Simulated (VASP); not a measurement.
Runs of VASP 6.6.1 on BaTiO3. The structure is tetragonal, space group P4mm (No. 99). The conventional cell has a = 3.967 Å, b = 3.967 Å, c = 4.066 Å, α = 90.00°, β = 90.00°, γ = 90.00°. Ba (site symmetry 4mm) is surrounded by 12 O at 2.79 to 2.89 Å. Around Ti (site symmetry 4mm) lie 5 O at 1.84 to 1.99 Å. O (site symmetry 4mm) is surrounded by 1 Ti at 1.84 Å. O (site symmetry 2mm) is surrounded by 2 Ti at 1.99 Å. 

```csv
task,level,cell,k mesh,cutoff (eV),grid for exact exchange (PRECFOCK),exchange at q = 0,share of exact exchange,screening parameter,gap on the mesh (eV),pressure (GPa),largest force (eV/Å)
band structure,PBE0,"P4mm, 12.8 Å³/atom",4 × 4 × 4,520,Fast,truncated,-,-,4.00,0.9,0.29
relaxation of cell and atoms,PBEsol,relaxed,8 × 8 × 8,600,-,-,-,-,(a),0.0,0.01
band structure,PBE-EpsX,"P4mm, 12.8 Å³/atom",4 × 4 × 4,520,Fast,truncated,0.163,-,3.20,2.7,(b)
band structure,HSE06,"P4mm, 12.8 Å³/atom",4 × 4 × 4,520,Fast,-,-,0.2 1/A,3.27,0.9,0.29
```

Alike in all rows: potentials or basis VASP PAW PBE potentials, release 64 (Ba_sv, Ti_sv, O); no spin polarisation; smearing gaussian 0.03 eV.

Question: Estimate the missing entries.

Answer: (a) 1.76; (b) 0.18.

Caveats: the PAW data sets were made with another functional, which shifts forces and pressure a little; spin-orbit coupling is left out, which moves the levels of the heavy elements.

A k mesh can miss the band edges, and the runs leave out spin-orbit coupling on Ba.

Runs at the PBE level aren't shown here.
